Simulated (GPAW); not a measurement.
Runs of GPAW 26.7.0 on Pd. It takes space group Im-3m (No. 229, cubic). The conventional cell has a = 3.145 Å, b = 3.145 Å, c = 3.145 Å, α = 90.00°, β = 90.00°, γ = 90.00°. Pd (site symmetry m-3m) has 8 Pd at 2.72 Å as nearest neighbours. This isn't the form of Pd at room conditions, which is fcc.

```tsv
task	level	potentials or basis	cell	smearing	smearing order	gap on the mesh (eV)	pressure (GPa)
single point	PBE	GPAW PAW data sets (gpaw-data 1.2.1), pw	as given	gaussian 0.1 eV	-	none	-1.2
single point	PBE	GPAW PAW data sets (gpaw-data 1.2.1), pw	the cell as VASP's run set it	gaussian 0.02 eV	-	none	-1.2
electron localisation function	PBE+D3(BJ)	GPAW PAW data sets (gpaw-data 1.2.1), pw	as given	methfessel-paxton 0.2 eV	1	none	-8.0
electron localisation function	PBEsol+D4	PAW data sets generated in the run's folder for this functional, pw	as given	fermi-dirac 0.02 eV	-	none	(a)
single point	PBE	GPAW PAW data sets (gpaw-data 1.2.1), pw	as given	gaussian 0.02 eV	-	none	-1.2
```

Alike in all rows: no spin polarisation; k mesh 12 × 12 × 12; cutoff (eV) 600.

Estimate the missing entries.

(a) -12.3.

Caveats: pairwise dispersion overbinds metals, which lowers pressure and volume (some runs); this smearing can pin the Fermi level at a band edge (some runs).

A k mesh can miss the band edges, and the runs leave out spin-orbit coupling on Pd.

A gap of «none» marks a metal or a gap under the smearing width.
